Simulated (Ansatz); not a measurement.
Program: Ansatz. Geometries: PBE0-D4/def2-TZVP. ΔE: electronic, gas phase. CCSD(T)/CBS adds triple-zeta CCSD(T) − MP2 to the extrapolated MP2 energy (def2 sets, frozen cores). This one scheme is used for every species. DFT in def2-TZVPP. B3LYP here is the variant with VWN-RPA as its local correlation; programs differ in this. Each species was taken in one conformer, which may not be the lowest.

Consider the ligand exchange at a B–C bond: `BC[SiH](O)F` + `OCCO` → `BOCCO` + `C[SiH](O)F`.

```tsv
level	ΔE (kJ/mol)	difference from CCSD(T)/CBS
PBE-D4	-118.2	5.3
r2SCAN-D4	-121.0	2.5
PBE0-D4	-117.7	5.8
B3LYP-D4	-127.6	-4.1
ωB97X-V	-122.5	1.0
ωB97M-V	-122.0	1.5
B2PLYP	-129.4	-5.9
PBE	-119.9	3.6
r2SCAN	-121.2	2.3
PBE0	-119.1	4.4
B3LYP	-130.5	-7.0
HF/def2-TZVPP	-133.7	-10.2
MP2/def2-TZVPP	-123.9	-0.4
SCS-MP2/def2-TZVPP	-127.2	-3.7
CCSD/def2-TZVPP	-125.0	-1.5
CCSD(T)/def2-TZVPP	-124.6	-1.1
HF/def2-QZVPP	-134.6	-11.1
MP2/def2-QZVPP	-123.6	-0.1
SCS-MP2/def2-QZVPP	-127.0	-3.5
HF/CBS(def2)	-134.7	-11.2
MP2/CBS(def2)	-122.9	0.6
CCSD/CBS(def2)	-124.0	-0.5
CCSD(T)/CBS	-123.5	0
```

Largest T1 diagnostic among the species: 0.013.

In def2-TZVPP, CCSD(T) changes the Hartree–Fock value by +9.2 kJ/mol (the triples alone add +0.5 kJ/mol) and MP2 by +9.8 kJ/mol.

CCSD(T)/CBS has its own doubt, a few kJ/mol and more with outer-core shells, so smaller differences from it don't rank the levels.
